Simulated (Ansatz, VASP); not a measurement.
**Two plane-wave programs on CdTe**

```
Cd Te
1.0
     0.00000    3.24481    3.24481
     3.24481    0.00000    3.24481
     3.24481    3.24481    0.00000
Cd Te
1 1
Direct
  0.00000 0.00000 0.00000
  0.75000 0.75000 0.75000
```

Alike in both runs: task single point; functional PBEsol; k mesh 8 × 8 × 8; occupations gaussian, width 0.05 eV; no spin polarisation.

|  | VASP | Ansatz |
| --- | --- | --- |
| version | VASP 6.6.1 | Ansatz 0.2.0 |
| potentials or method | VASP PAW PBE potentials, release 64 (Cd, Te) | scalar-relativistic, plane waves, PAW |
| plane-wave cutoff (eV) | 520 | 420 |
| valence electrons in the cell | 18 | 36 |

Ansatz gave:

| Property | Result |
| --- | --- |
| gap on the k mesh at the Fermi level (eV) | 0.65 |
| least direct gap on the mesh (eV) | 0.65 |
| pressure (GPa) | 0.0 |

Q: What did VASP give for the same quantities?

A: gap on the k mesh at the Fermi level (eV): 0.65; least direct gap on the mesh (eV): 0.65; pressure (GPa): 0.2.

The functional is the same, so the differences come from potentials, cutoffs and numerics. The two sets of potentials don't hold the same shells in valence. Ansatz warned: «pseudo_functional_mismatch».

Caveats: the PAW data sets were made with another functional, which shifts forces and pressure a little (VASP); spin-orbit coupling is left out, which moves the levels of the heavy elements. Expect the measured gap to be larger: semilocal functionals such as PBEsol lack the derivative discontinuity.
